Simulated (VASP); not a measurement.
# MgO (Fm-3m) in VASP: notebook, part 2 of 2

VASP 6.6.1. Earlier steps stand in the parts before.

### 3 Relaxation of cell and atoms, RPBE

This run uses another cell than the first one, of 9.85 Å³/atom, 1.051 times its volume.

File INCAR:

```
SYSTEM = MgO
PREC = Accurate
ENCUT = 600
EDIFF = 1E-7
ISMEAR = 0
SIGMA = 0.03
LREAL = .FALSE.
LASPH = .TRUE.
NELM = 80
ALGO = Normal
ISIF = 3
LWAVE = .FALSE.
LCHARG = .FALSE.
GGA = RP
IBRION = 2
NSW = 90
EDIFFG = -0.005
```

File KPOINTS:

```
regular mesh
0
G
  12 12 12
  0 0 0
```

File POSCAR:

```
MgO                                     
1.0
    0.0000000000      2.1438198228      2.1438198228
    2.1438198228     -0.0000000000      2.1438198228
    2.1438198228      2.1438198228     -0.0000000000
  Mg              O             
     1     1
Direct
     0.0000000000000000    0.0000000000000000    0.0000000000000000
     0.5000000000000000    0.5000000000000000    0.5000000000000000
```

Potentials or basis: VASP PAW PBE potentials, release 64 (Mg, O).

On the command line:

```
> cat potpaw_PBE.64/Mg/POTCAR potpaw_PBE.64/O/POTCAR > POTCAR
> mpirun -np 1 vasp_std > vasp.out
```

OUTCAR:

```text
SYSTEM = MgO
   PREC = Accurate
   ENCUT = 600
   EDIFF = 1E-7
   ISMEAR = 0
   LREAL = .FALSE.
   LASPH = .TRUE.
   NELM = 80
   ISIF = 3
   GGA = RP
   IBRION = 2
   NSW = 90
   EDIFFG = -0.005

 ion  position               nearest neighbor table
   1  0.000  0.000  0.000-   2 2.14   2 2.14   2 2.14   2 2.14   2 2.14   2 2.14
   2  0.500  0.500  0.500-   1 2.14   1 2.14   1 2.14   1 2.14   1 2.14   1 2.14

  LATTYP: Found a face centered cubic cell.
 ALAT       =     4.2876396456

  Lattice vectors:

 A1 = (   0.0000000000,   2.1438198228,   2.1438198228)
 A2 = (   2.1438198228,   0.0000000000,   2.1438198228)
 A3 = (   2.1438198228,   2.1438198228,   0.0000000000)

Analysis of symmetry for initial positions (statically):
=====================================================================
 Subroutine PRICEL returns:
 Original cell was already a primitive cell.

 Routine SETGRP: Setting up the symmetry group for a
 face centered cubic supercell.

 Subroutine GETGRP returns: Found 48 space group operations
 (whereof 48 operations were pure point group operations)
 out of a pool of 48 trial point group operations.

The static configuration has the point symmetry O_h .

Analysis of symmetry for dynamics (positions and initial velocities):
=====================================================================
 Subroutine PRICEL returns:
 Original cell was already a primitive cell.

 Routine SETGRP: Setting up the symmetry group for a
 face centered cubic supercell.

 Subroutine GETGRP returns: Found 48 space group operations
 (whereof 48 operations were pure point group operations)
 out of a pool of 48 trial point group operations.

The dynamic configuration has the point symmetry O_h .

 Subroutine INISYM returns: Found 48 space group operations
 (whereof 48 operations are pure point group operations),
[... 119 lines left out ...]
  Thomas-Fermi vector in A             =   2.347689
   LORBIT       =      0    0 simple, 1 ext, 2 COOP (PROOUT), +10 PAW based schemes
   GGA     = RP    functional components
   LHFCALC =     F    Hartree Fock is set to
   AEXX    =    0.0000 exact exchange contribution
   IVDW    =     0    specifies the selected vdW correction
   LEPSILON=     F    determine dielectric tensor
   LRPA    =     F    only Hartree local field effects (RPA)
 conjugate gradient relaxation of ions
 non-spin polarized calculation
 Gauss-broadening in eV      SIGMA  =   0.03
  energy-cutoff  :      600.00
  volume of cell :       19.71
 maximum number of plane-waves:       684
   NGX = 13   NGY = 13   NGZ = 13

 number of electron       8.0000000 magnetization

 Free energy of the ion-electron system (eV)
  ---------------------------------------------------
  ext. energy  EPLUGINS =         0.00000000
  ---------------------------------------------------
  free energy    TOTEN  =       -11.24928966 eV

  energy without entropy =      -11.24928966  energy(sigma->0) =      -11.24928966

 E-fermi :   3.0942     XC(G=0): -10.5981

 val. band max:        2.9575058423   @ k =   0.0000   0.0000   0.0000
 cond. band min:       7.2873468054   @ k =   0.0000   0.0000   0.0000
 fundamental gap:      4.3298409631
 Fermi energy:         3.0942174933

 k-point     1 :       0.0000    0.0000    0.0000
  band No.  band energies     occupation
      1     -14.1176      2.00000
      2       2.9575      2.00000
      3       2.9575      2.00000
      4       2.9575      2.00000
      5       7.2873      0.00000
      6      18.5841      0.00000
      7      18.5841      0.00000
      8      18.5841      0.00000
[... 243 lines left out ...]
 k-point    24 :      -0.4167    0.1667    0.0000
  band No.  band energies     occupation
      1     -12.9081      2.00000
      2      -1.0061      2.00000
      3       1.4913      2.00000
      4       2.2422      2.00000
      5      11.7442      0.00000
      6      14.8941      0.00000
      7      16.7660      0.00000
      8      19.4607      0.00000

 [... further k-points ...]

------------------------ aborting loop because EDIFF is reached ----------------------------------------

  FORCE on cell =-STRESS in cart. coord.  units (eV):
  Direction    XX          YY          ZZ          XY          YZ          ZX
  --------------------------------------------------------------------------------------
  -------------------------------------------------------------------------------------
  Total       -0.0070510     -0.0070510     -0.0070510      0.0000000      0.0000000     -0.0000000
  in kB       -0.5732757     -0.5732757     -0.5732757      0.0000000      0.0000000     -0.0000000
  external PRESSURE =      -0.5732757 kB  Pullay stress =       0.0000000 kB

 VOLUME and BASIS-vectors are now :
 -----------------------------------------------------------------------------
  energy-cutoff  :      600.00
  volume of cell :       19.71
      direct lattice vectors                 reciprocal lattice vectors
     0.000000000  2.143819823  2.143819823    -0.233228555  0.233228555  0.233228555
     2.143819823  0.000000000  2.143819823     0.233228555 -0.233228555  0.233228555
     2.143819823  2.143819823  0.000000000     0.233228555  0.233228555 -0.233228555

 POSITION                                       TOTAL-FORCE (eV/Angst)
 -----------------------------------------------------------------------------------
      0.00000      0.00000      0.00000         0.000000      0.000000      0.000000
      2.14382      2.14382      2.14382        -0.000000     -0.000000     -0.000000
 -----------------------------------------------------------------------------------
    total drift:                               -0.000000     -0.000000      0.000000

  FREE ENERGIE OF THE ION-ELECTRON SYSTEM (eV)
  ---------------------------------------------------
  free  energy   TOTEN  =       -11.2492896597 eV

  energy  without entropy=      -11.2492896597  energy(sigma->0) =      -11.24928966

 reached required accuracy - stopping structural energy minimisation
```

It took 6 s on 1 thread of Intel Xeon Platinum 8488C (Sapphire Rapids), shared host; peak memory 0.14 GiB.

Results:

* Free energy: -11.2493 eV
* Pressure after relaxing: -0.1 GPa
* Band gap on the k mesh: 4.33 eV, direct

Final structure:
```xyz
2
Lattice="0.0000 2.1438 2.1438 2.1438 0.0000 2.1438 2.1438 2.1438 0.0000" Properties=species:S:1:pos:R:3 pbc="T T T"
Mg    0.0000    0.0000    0.0000
O     2.1438    2.1438    2.1438
```

Caveat: the relaxation stopped at its first step, so nothing moved; the PAW data sets were made with another functional, which shifts forces and pressure a little. A k mesh can miss the band edges.

### 4 Relaxation of cell and atoms, rev-vdW-DF2

File INCAR:

```
PREC = Accurate
ENCUT = 600
EDIFF = 1E-6
ISMEAR = 0
SIGMA = 0.03
LREAL = False
LASPH = True
NELM = 80
ALGO = Normal
ISIF = 3
LWAVE = False
LCHARG = False
GGA = MK
LUSE_VDW = True
AGGAC = 0.0
PARAM1 = 0.1234
PARAM2 = 0.711357
ZAB_VDW = -1.8867
IBRION = 2
NSW = 90
EDIFFG = -0.01
```

File KPOINTS:

```
regular mesh
0
Gamma
  12 12 12
```

File POSCAR:

```
MgO
1.0
    0.0000000000      2.1085000000      2.1085000000
    2.1085000000      0.0000000000      2.1085000000
    2.1085000000      2.1085000000      0.0000000000
Mg O
1 1
Direct
    0.0000000000      0.0000000000      0.0000000000
    0.5000000000      0.5000000000      0.5000000000
```

On the command line:

```
> cat potpaw_PBE.64/Mg/POTCAR potpaw_PBE.64/O/POTCAR > POTCAR
> mpirun -np 1 vasp_std > vasp.out
```

Wall time 33 s (1 thread of Intel Xeon 6975P-C (Granite Rapids), shared host); peak memory 0.27 GiB.

It converged, with:

- Free energy: -9.5890 eV
- Relaxed volume: 9.40 Å³/atom
- Relaxed cell: a = 2.985 Å, b = 2.985 Å, c = 2.985 Å, α = 60.00°, β = 60.00°, γ = 60.00°
- Space group after relaxing (to 0.05 Å): Fm-3m (No. 225)
- Energy gained by relaxing: 0.0 meV/atom
- Ionic steps: 2
- Pressure after relaxing: -0.1 GPa
- Band gap on the k mesh: 4.76 eV, direct

Final structure:
```yaml
crystal:
  lattice:
    - [0.00000, 2.11037, 2.11037]
    - [2.11037, 0.00000, 2.11037]
    - [2.11037, 2.11037, 0.00000]
  atoms:
    - { symbol: Mg, position: [0.00000, 0.00000, 0.00000] }
    - { symbol: O, position: [0.50000, 0.50000, 0.50000] }
```

Levels at points of the mesh, in eV from the valence-band top:
| k point | band 1 | band 2 | band 3 | band 4 | band 5 | band 6 | band 7 | band 8 |
| --- | --- | --- | --- | --- | --- | --- | --- | --- |
| (0.00, 0.00, 0.00) | -17.13 | 0.00 | 0.00 | 0.00 | 4.76 | 15.77 | 15.77 | 15.77 |
| (0.50, 0.00, 0.00) | -15.85 | -4.58 | -0.65 | -0.65 | 7.93 | 12.57 | 16.24 | 16.24 |
| (0.50, 0.50, 0.00) | -15.59 | -4.05 | -1.34 | -1.34 | 9.17 | 9.93 | 13.08 | 18.87 |

Caveat: the PAW data sets were made with another functional, which shifts forces and pressure a little. A k mesh can miss the band edges.
